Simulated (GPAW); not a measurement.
## How the form of the self-energy moves the gap of BN (Qingsongite)

Wanted: the gap of BN (Qingsongite) under several approximations, with cost.

Method: PBE and many-body steps on it, plane waves, in GPAW 26.7.0.

### Step 1. The starting structure

Symmetry: F-43m, No. 216, cubic system. Conventional cell: a = 3.615 Å, b = 3.615 Å, c = 3.615 Å, α = 90.00°, β = 90.00°, γ = 90.00°. B has 4 N at 1.57 Å nearest. Nearest to N lie 4 B at 1.57 Å. Farther neighbours and most contacts between anions are not listed.

As a file:

```xyz
2
Lattice="0.0000 1.8075 1.8075 1.8075 0.0000 1.8075 1.8075 1.8075 0.0000" Properties=species:S:1:pos:R:3 pbc="T T T"
B     0.0000    0.0000    0.0000
N     0.9037    0.9038    0.9037
```

The cell and positions come from the Crystallography Open Database and are kept as given unless a step says otherwise.

### Step 2. Empty states on the mesh, 8×8×8 mesh, 185 bands

This step: GPAW 26.7.0; DFT, PBE, plane waves, PAW.

The sums over transitions need many empty states on a uniform mesh; this step solves for them.

The input, run.py:

```python
import json
import numpy as np
from gpaw.mpi import world
from gpaw import GPAW

calc = GPAW('gs.gpw').fixed_density(kpts={'size': (8, 8, 8), 'gamma': True},
    parallel={'domain': 1, 'band': 1},
    txt='nscf.txt')
calc.diagonalize_full_hamiltonian(nbands=185)
calc.write('full.gpw', mode='all')
res = {}
kpts = calc.get_ibz_k_points()
res['kpts'] = kpts
res['eigenvalues'] = [calc.get_eigenvalues(kpt=k) for k in range(len(kpts))]
res['n_electrons'] = calc.get_number_of_electrons()

if world.rank == 0:
    with open('result.json', 'w') as f:
        json.dump(res, f, default=lambda x: x.tolist())
```

On the command line:

```bash
> mpirun -n 4 gpaw python run.py
```

Numbers of over 12 decimals in the logs are rounded to 6 here.

What it wrote:

```text
Diagonalizing LCAO Hamiltonian
Converting LCAO to pw mode
convergence criteria:
- Maximum integral of absolute [eigenst]ate change: 4e-08 eV^2 / valence electron
maximum number of iterations: 100

SCF iterations
|iter     |     time |      energy | eigst |  dens |
|iter:   1|  |             | +1.31 |       |
|iter:   2|  |             | -0.43 |       |
|iter:   3|  |             | -2.62 |       |
|iter:   4|  |             | -4.35 |       |
|iter:   5|  |             | -6.15 |       |
|iter:   6|  |             | -7.59c|       |
SCF steps: 6
  __  _  _
 | _ |_)|_||  |
 |__||  | ||/\| - 26.7.0

Input parameters:
  mode=PW(ecut=600.0),
  convergence={'density': 1e-06, 'bands': -3},
  gpts=array([15, 15, 15]),
  kpts=MonkhorstPack(size=(8, 8, 8), gamma=True),
  maxiter=100,
  nbands=11,
  occupations=Occupations(name='fermi-dirac', width=0.001, fixmagmom=False),
  parallel={'domain': 1, 'band': 1},
  xc=XC(name='PBE')
Matrix size: 411x411
# Writing to full.gpw (mode='all')
  [... matrices ...]

timing:  # [seconds]
  Total: 0.888  # ━━━━━━━━━━━━━━━━━━━━━━━━━━━━━━━━━━━━━━━━━━━━━━━━━━━━━━━━━━━
```

The job ended after 4.1 s (4 MPI ranks of Intel Xeon Platinum 8488C (Sapphire Rapids), shared host; peak memory 0.7 GiB; 15 s of CPU time).

Numbers from this step:

- gap: 4.457 eV
- k of the valence top: 0, 0, 0
- k of the conduction bottom: 0.5, 0.5, 0
- least direct gap: 8.828 eV
- k points computed: 29
- lowest point of the top converged band, above the valence top: 326.8667 eV

On this mesh the gap is 4.457 eV.

### Step 3. G0W0, Godby-Needs plasmon pole

G0W0 replaces the xc potential by the self-energy, built once from these orbitals. Only a window of levels is corrected, while the sums run over the empty bands that the input names.

This step: G0W0 on PBE, plane waves, PAW.

The input, run.py:

```python
import json
import numpy as np
from gpaw.mpi import world
from gpaw.response.g0w0 import G0W0

gw = G0W0('full.gpw',
    filename='gw',
    kpts=[0, 24],
    bands=(2, 6),
    ecut=210,
    nbands=81,
    integrate_gamma='WS',
    ppa=True)
gw.calculate()
res = {mode: {k: v for k, v in r.items() if k != 'sigma_eskwn'}
       for mode, r in gw.all_results.items()}

if world.rank == 0:
    with open('result.json', 'w') as f:
        json.dump(res, f, default=lambda x: x.tolist())
```

On the command line:

```bash
> mpirun -n 4 gpaw python run.py
```

What it wrote:

```text
Using integrator: PointIntegrator
FrequencyGridDescriptor(from 0.000+0.000j to 0.000+27.211j eV, 2 points)
Nonperiodic BCs:  [False False False]
Using integrator: PointIntegrator
FrequencyGridDescriptor(from 0.000+0.000j to 0.000+27.211j eV, 2 points)
Nonperiodic BCs:  [False False False]
  ___  _ _ _
 |   || | | |
 | | || | | |
 |__ ||_____|
 |___|

BZ k-points: Symmetries present (total): 24

  [... matrices ...]
512 k-points: 8 x 8 x 8 Monkhorst-Pack grid + [1/16,1/16,1/16]
29 k-points in the irreducible part of the Brillouin zone
       k-points in crystal coordinates                weights
   0:     0.00000000    0.00000000    0.00000000          1/512
   1:     0.12500000    0.12500000    0.00000000          6/512
   2:     0.12500000    0.12500000    0.12500000          8/512
   3:     0.25000000    0.12500000    0.12500000         12/512
   4:     0.25000000    0.25000000    0.00000000          6/512
   5:     0.25000000    0.25000000    0.12500000         24/512
   6:     0.25000000    0.25000000    0.25000000          8/512
   7:     0.37500000    0.25000000   -0.37500000         24/512
   8:     0.37500000    0.25000000    0.12500000         24/512
   9:     0.37500000    0.25000000    0.25000000         24/512
          ...
  28:     0.50000000    0.50000000    0.50000000          4/512

Distributing spins, k-points and bands (1 x 2 x 4) over 4 processes
Number of blocks: 1

Quasi particle states:
k-points (IBZ indices): [0, 24]
Band range: (2, 6)
  [... matrices ...]
Computational parameters:
Plane wave cut-off: 210 eV
Number of bands: 81
Coulomb cutoff: None
Broadening: 0.1 eV

fxc modes: GW
Kernel: RPA
Using Godby-Needs plasmon-pole approximation:
  Fitting energy: i*E0, E0 = 1.000 Hartree
Summing all q:

Calculating screened Coulomb potential
No Coulomb truncation
FrequencyGridDescriptor(from 0.000+0.000j to 0.000+27.211j eV, 2 points)
Removing empty qpoint cache files...

Calculating chi0 body with:
    Ground state adapter containing:
    Number of spins: 1
    Number of kpoints: 512
    Number of irreducible kpoints: 29
    Number of completely occupied states: 4
    Number of partially occupied states: 4
    Occupied states memory: 0.205994 M / cpu

    Linear response parametrization:
    q_c: [0.0, 0.0, 0.0]
    Number of frequency points: 2
    Planewave cutoff: 210.0
    Number of bands: 81
    Number of planewaves: 65
    Broadening (eta): 1e-06
    comm.size: 4
    kncomm.size: 4
    blockcomm.size: 1

    Memory estimate of potentially large arrays:
        chi0_wGG: 0.128937 M / cpu
Integrating chi0 body.

Symmetries of q_c:
    Direct symmetries (Uq -> q): 24
    Indirect symmetries (TUq -> q): 24
In total 48 allowed symmetries.

  [... matrices ...]
29 groups of equivalent kpoints. 94.3359375% reduction.

Integral kind: response function
Integrating chi0 head and wings.

Symmetries of q_c:
    Direct symmetries (Uq -> q): 24
    Indirect symmetries (TUq -> q): 24
In total 48 allowed symmetries.

  [... matrices ...]
29 groups of equivalent kpoints. 94.3359375% reduction.

Integral kind: response function wings

Calculating chi0 body with:
    Ground state adapter containing:
    Number of spins: 1
    Number of kpoints: 512
    Number of irreducible kpoints: 29
    Number of completely occupied states: 4
    Number of partially occupied states: 4
    Occupied states memory: 0.205994 M / cpu

[... the further q-points ...]

Results:
f:      Occupation numbers
eps:     KS-eigenvalues [eV]
vxc:     KS vxc [eV]
exx:     Exact exchange [eV]
sigma:   Self-energies [eV]
dsigma:  Self-energy derivatives
Z:       Renormalization factors
qp:      QP-energies [eV]

k-point 0 (0): (0.000, 0.000, 0.000)                GW
band       f     eps     vxc     exx   sigma  dsigma       Z      qp
                                                                   GW
   2   1.000  10.095 -19.276 -22.790   2.429  -0.211   0.826   9.199
   3   1.000  10.095 -19.276 -22.790   2.429  -0.211   0.826   9.199
   4   0.000  18.923 -14.662  -7.966  -5.186  -0.186   0.843  20.195
   5   0.000  18.923 -14.662  -7.966  -5.186  -0.186   0.843  20.195

k-point 1 (24): (0.500, 0.500, 0.000)                GW
band       f     eps     vxc     exx   sigma  dsigma       Z      qp
                                                                   GW
   2   1.000   5.196 -17.087 -22.204   3.470  -0.226   0.816   3.852
   3   1.000   5.196 -17.087 -22.204   3.470  -0.226   0.816   3.852
   4   0.000  14.552 -13.270  -8.053  -4.436  -0.171   0.854  15.220
   5   0.000  19.330 -13.926  -7.948  -5.000  -0.176   0.851  20.161
```

Wall time 58 s (4 MPI ranks); peak memory 0.95 GiB; 3.9 min of CPU time.

This step gave:

* G0W0 gap on the points computed: 6.021 eV
* least direct G0W0 gap on the computed points: 11.00 eV
* Z at the valence top: 0.8258
* Z at the conduction bottom: 0.8543
* starting gap on the mesh: 4.457 eV
* k of the valence top: 0, 0, 0
* k of the conduction bottom: 0.5, 0.5, 0

The gap on the mesh goes from 4.46 eV to 6.02 eV, a correction of +1.56 eV.

### Step 4. One-shot HSE06

This step: one-shot HSE06 levels on PBE orbitals, plane waves, PAW.

The input, run.py:

```python
import json
import numpy as np
from gpaw.mpi import world
from gpaw.hybrids.eigenvalues import non_self_consistent_eigenvalues

dft, vxc, vxc_hyb = non_self_consistent_eigenvalues('full.gpw', 'HSE06', 2, 6, kpt_indices=[0, 24])
res = {'dft': dft[0], 'hybrid': (dft - vxc + vxc_hyb)[0]}
if world.rank == 0:
    with open('hybrid.txt', 'w') as f:
        for k, e0, e1 in zip([0, 24], res['dft'], res['hybrid']):
            print(k, ' '.join(f'{x:9.4f}' for x in e0), '|', ' '.join(f'{x:9.4f}' for x in e1), file=f)

if world.rank == 0:
    with open('result.json', 'w') as f:
        json.dump(res, f, default=lambda x: x.tolist())
```

On the command line:

```bash
> mpirun -n 4 gpaw python run.py
```

What it wrote:

```text
IBZ(<points: 29, symmetries: 24>)
Occupied bands: 4
Transforming wave functions from IBZ to BZ: 0.060 seconds
Distributing wave functions and iFFT-ing to real space: 0.550 seconds
Calculating eigenvalues:
  k-points: 2
  Bands: 2-5 (inclusive)
  Seconds: 0.927 (wave-function broadcasting: 0.006 seconds)
HSE06-eigenvalue shifts:
  min: -1.238 eV
  ave: -0.134 eV
  max: 0.918 eV
```

The job ended after 4.3 s (4 MPI ranks; peak memory 0.73 GiB; 16 s of CPU time).

Numbers from this step:

| Item | Value |
| --- | --- |
| starting gap on the mesh | 4.457 eV |
| hybrid gap on the mesh | 5.862 eV |
| least direct hybrid gap on the computed points | 10.60 eV |

### Step 5. G0W0, extrapolated in the cutoff

This step: G0W0 on PBE, plane waves, PAW.

The input, run.py:

```python
import json
import numpy as np
from gpaw.mpi import world
from gpaw.response.g0w0 import G0W0

gw = G0W0('full.gpw',
    filename='gw',
    kpts=[0, 24],
    bands=(2, 6),
    ecut=350.0,
    integrate_gamma='WS',
    ppa=True,
    ecut_extrapolation=True)
gw.calculate()
res = {mode: {k: v for k, v in r.items() if k != 'sigma_eskwn'}
       for mode, r in gw.all_results.items()}

if world.rank == 0:
    with open('result.json', 'w') as f:
        json.dump(res, f, default=lambda x: x.tolist())
```

On the command line:

```bash
> mpirun -n 4 gpaw python run.py
```

What it wrote:

```text
Using integrator: PointIntegrator
FrequencyGridDescriptor(from 0.000+0.000j to 0.000+27.211j eV, 2 points)
Nonperiodic BCs:  [False False False]
Using integrator: PointIntegrator
FrequencyGridDescriptor(from 0.000+0.000j to 0.000+27.211j eV, 2 points)
Nonperiodic BCs:  [False False False]
  ___  _ _ _
 |   || | | |
 | | || | | |
 |__ ||_____|
 |___|

BZ k-points: Symmetries present (total): 24

  [... matrices ...]
512 k-points: 8 x 8 x 8 Monkhorst-Pack grid + [1/16,1/16,1/16]
29 k-points in the irreducible part of the Brillouin zone
       k-points in crystal coordinates                weights
   0:     0.00000000    0.00000000    0.00000000          1/512
   1:     0.12500000    0.12500000    0.00000000          6/512
   2:     0.12500000    0.12500000    0.12500000          8/512
[...]
9:     0.37500000    0.25000000    0.25000000         24/512
          ...
  28:     0.50000000    0.50000000    0.50000000          4/512

Distributing spins, k-points and bands (1 x 2 x 4) over 4 processes
Number of blocks: 1

Quasi particle states:
k-points (IBZ indices): [0, 24]
Band range: (2, 6)
  [... matrices ...]
Computational parameters:
Extrapolating to infinite plane wave cut-off using points at:
  301.621 eV
  323.569 eV
  350.000 eV
Number of bands: 175
Coulomb cutoff: None
Broadening: 0.1 eV

fxc modes: GW
Kernel: RPA
Using Godby-Needs plasmon-pole approximation:
  Fitting energy: i*E0, E0 = 1.000 Hartree
Summing all q:

Calculating screened Coulomb potential
No Coulomb truncation
FrequencyGridDescriptor(from 0.000+0.000j to 0.000+27.211j eV, 2 points)
Removing empty qpoint cache files...

Calculating chi0 body with:
    Ground state adapter containing:
    Number of spins: 1
    Number of kpoints: 512
    Number of irreducible kpoints: 29
[...]
comm.size: 4
    kncomm.size: 4
    blockcomm.size: 1

    Memory estimate of potentially large arrays:
        chi0_wGG: 0.871613 M / cpu
Integrating chi0 body.

Symmetries of q_c:
    Direct symmetries (Uq -> q): 24
    Indirect symmetries (TUq -> q): 24
In total 48 allowed symmetries.

  [... matrices ...]
29 groups of equivalent kpoints. 94.3359375% reduction.

Integral kind: response function
Integrating chi0 head and wings.

Symmetries of q_c:
    Direct symmetries (Uq -> q): 24
    Indirect symmetries (TUq -> q): 24
In total 48 allowed symmetries.

  [... matrices ...]
29 groups of equivalent kpoints. 94.3359375% reduction.

Integral kind: response function wings

Calculating chi0 body with:
    Ground state adapter containing:
    Number of spins: 1
    Number of kpoints: 512
    Number of irreducible kpoints: 29
    Number of completely occupied states: 4
    Number of partially occupied states: 4
    Occupied states memory: 0.205994 M / cpu

[... the further q-points ...]
Extrapolating selfenergy to infinite energy cutoff:
  Performing linear fit to 3 points
  Minimum R^2 = 0.9960. (R^2 Should be close to 1)
  [... matrices ...]
Results:
f:      Occupation numbers
eps:     KS-eigenvalues [eV]
vxc:     KS vxc [eV]
exx:     Exact exchange [eV]
sigma:   Self-energies [eV]
dsigma:  Self-energy derivatives
Z:       Renormalization factors
qp:      QP-energies [eV]

k-point 0 (0): (0.000, 0.000, 0.000)                GW
band       f     eps     vxc     exx   sigma  dsigma       Z      qp
                                                                   GW
   2   1.000  10.095 -19.276 -22.790   2.046  -0.214   0.824   8.886
   3   1.000  10.095 -19.276 -22.790   2.046  -0.214   0.824   8.886
   4   0.000  18.923 -14.662  -7.966  -5.361  -0.187   0.842  20.047
[...]
k-point 1 (24): (0.500, 0.500, 0.000)                GW
band       f     eps     vxc     exx   sigma  dsigma       Z      qp
                                                                   GW
[...]
4   0.000  14.552 -13.270  -8.053  -4.601  -0.171   0.854  15.078
   5   0.000  19.330 -13.926  -7.948  -5.150  -0.176   0.850  20.033
```

Run time: 8 min. Hardware: 4 MPI ranks; peak memory 1.1 GiB; 32 min of CPU time.

Numbers from this step:

| Property | Result |
| --- | --- |
| quasiparticle gap on the points computed | 6.193 eV |
| least direct quasiparticle gap on the computed points | 11.16 eV |
| Z at the valence top | 0.8235 |
| Z at the conduction bottom | 0.8537 |
| starting gap on the mesh | 4.457 eV |
| k of the valence top | 0, 0, 0 |
| k of the conduction bottom | 0.5, 0.5, 0 |
| gaps at the cutoffs of the extrapolation | 6.095, 6.105, 6.115 eV |

Against G0W0 in GPAW (8×8×8 mesh, 81 bands, screening to 210 eV, Godby-Needs plasmon pole), the gap moves by +0.172 eV.

### Step 6. One-shot Hartree-Fock

This step: one-shot Hartree-Fock levels on PBE orbitals, plane waves, PAW.

The input, run.py:

```python
import json
import numpy as np
from gpaw.mpi import world
from gpaw.hybrids.eigenvalues import non_self_consistent_eigenvalues

dft, vxc, vxc_hyb = non_self_consistent_eigenvalues('full.gpw', 'EXX', 2, 6, kpt_indices=[0, 24])
res = {'dft': dft[0], 'hybrid': (dft - vxc + vxc_hyb)[0]}
if world.rank == 0:
    with open('hybrid.txt', 'w') as f:
        for k, e0, e1 in zip([0, 24], res['dft'], res['hybrid']):
            print(k, ' '.join(f'{x:9.4f}' for x in e0), '|', ' '.join(f'{x:9.4f}' for x in e1), file=f)

if world.rank == 0:
    with open('result.json', 'w') as f:
        json.dump(res, f, default=lambda x: x.tolist())
```

On the command line:

```bash
> mpirun -n 4 gpaw python run.py
```

What it wrote:

```text
IBZ(<points: 29, symmetries: 24>)
Occupied bands: 4
Transforming wave functions from IBZ to BZ: 0.057 seconds
Distributing wave functions and iFFT-ing to real space: 0.538 seconds
Calculating eigenvalues:
  k-points: 2
  Bands: 2-5 (inclusive)
  Seconds: 1.160 (wave-function broadcasting: 0.006 seconds)
HSE06-eigenvalue shifts:
  min: -5.117 eV
  ave: 0.915 eV
  max: 6.695 eV
```

The job ended after 4.5 s (4 MPI ranks; peak memory 0.78 GiB; 17 s of CPU time).

Numbers from this step:

```
starting gap on the mesh                       : 4.457 eV
hybrid gap on the mesh                         : 13.19 eV
least direct hybrid gap on the computed points : 19.04 eV
```

### Step 7. G0W0, full frequency, Hilbert transform

This step: G0W0 on PBE, plane waves, PAW.

The input, run.py:

```python
import json
import numpy as np
from gpaw.mpi import world
from gpaw.response.g0w0 import G0W0

gw = G0W0('full.gpw',
    filename='gw',
    kpts=[0, 24],
    bands=(2, 6),
    ecut=210,
    nbands=81,
    integrate_gamma='WS',
    frequencies={'type': 'nonlinear', 'domega0': 0.1, 'omega2': 15.0},
    eta=0.1,
    nblocksmax=True)
gw.calculate()
res = {mode: {k: v for k, v in r.items() if k != 'sigma_eskwn'}
       for mode, r in gw.all_results.items()}

if world.rank == 0:
    with open('result.json', 'w') as f:
        json.dump(res, f, default=lambda x: x.tolist())
```

On the command line:

```bash
> mpirun -n 4 gpaw python run.py
```

What it wrote:

```text
Using integrator: PointIntegrator
NonLinearFrequencyDescriptor(from 0.000 to 215.340 eV, 311 points)
Nonperiodic BCs:  [False False False]
Using integrator: PointIntegrator
NonLinearFrequencyDescriptor(from 0.000 to 215.340 eV, 311 points)
Nonperiodic BCs:  [False False False]
  ___  _ _ _
 |   || | | |
 | | || | | |
 |__ ||_____|
 |___|

BZ k-points: Symmetries present (total): 24

  [... matrices ...]
512 k-points: 8 x 8 x 8 Monkhorst-Pack grid + [1/16,1/16,1/16]
29 k-points in the irreducible part of the Brillouin zone
[...]
GW
   2   1.000  10.095 -19.276 -22.790   2.248  -0.206   0.829   9.045
   3   1.000  10.095 -19.276 -22.790   2.248  -0.206   0.829   9.045
   4   0.000  18.923 -14.662  -7.966  -5.277  -0.190   0.840  20.115
[...]
k-point 1 (24): (0.500, 0.500, 0.000)                GW
band       f     eps     vxc     exx   sigma  dsigma       Z      qp
                                                                   GW
[...]
4   0.000  14.552 -13.270  -8.053  -4.499  -0.169   0.856  15.166
   5   0.000  19.330 -13.926  -7.948  -5.081  -0.184   0.845  20.087
```

Wall time 1.8 min (4 MPI ranks); peak memory 1.1 GiB; 7.2 min of CPU time.

This step gave:

* G0W0 gap on the points computed: 6.121 eV
* least direct G0W0 gap on the computed points: 11.07 eV
* starting gap on the mesh: 4.457 eV
* k of the valence top: 0, 0, 0
* k of the conduction bottom: 0.5, 0.5, 0

Against G0W0 in GPAW (8×8×8 mesh, 81 bands, screening to 210 eV, Godby-Needs plasmon pole), the gap moves by +0.100 eV.

### Step 8. The runs together

Times are wall times on 4 MPI ranks of Intel Xeon Platinum 8488C (Sapphire Rapids), shared host, good to a factor of about two.

```csv
run,mesh,bands,screening cutoff (eV),DFT gap (eV),gap on the mesh (eV),direct (eV),time
"G0W0, Godby-Needs plasmon pole",8×8×8,81,210,4.457,6.021,10.996,58 s
one-shot HSE06,8×8×8,-,-,4.457,5.862,10.596,4.3 s
"G0W0, extrapolated in the cutoff",8×8×8,-,350,4.457,6.193,11.161,8 min
one-shot Hartree-Fock,8×8×8,-,-,4.457,13.189,19.038,4.5 s
"G0W0, full frequency, Hilbert transform",8×8×8,81,210,4.457,6.121,11.070,1.8 min
```

### Step 9. What came out

```
G0W0, Godby-Needs plasmon pole          : 6.021 eV
one-shot HSE06                          : 5.862 eV
G0W0, extrapolated in the cutoff        : 6.193 eV
one-shot Hartree-Fock                   : 13.189 eV
G0W0, full frequency, Hilbert transform : 6.121 eV
known limits                            : not at the basis limit
```

What this shows: One-shot HSE06: −0.159 eV against G0W0, Godby-Needs plasmon pole. G0W0, extrapolated in the cutoff: +0.172 eV against G0W0, Godby-Needs plasmon pole, at other bands or cutoff, so not like for like. One-shot Hartree-Fock: +7.168 eV against G0W0, Godby-Needs plasmon pole. G0W0, full frequency, Hilbert transform: +0.100 eV against G0W0, Godby-Needs plasmon pole. Bare exchange alone opens the gap to 13.19 eV; against G0W0, correlation takes back 7.17 eV. One-shot hybrid levels are evaluated on the PBE orbitals. Bands and cutoff are finite, so the gap is not at the basis limit. The miss can reach some tenths of an eV and take either sign; the mesh is an error of its own. These stock PAW sets were not made for GW. In the G0W0 runs levels were corrected at 2 k points alone, so a gap called «on the mesh» is the least over those, and an edge elsewhere would be missed.

[Paths, hosts, dates, memory and timing lines, banners, echoed tables and standing remarks are left out of the program output.]

[Logs are printed without paths, hosts, clocks, repeated set-up lines and the standing remarks that a program may print on its own settings, such as how far it seeks lower states.]

[Runs of the session that timed out or met a known fault of the program may be left out.]

[Hosts, paths, dates, database ids (printed as entryN), source tags and the programs' standing remarks are cut or masked in the printed files.]
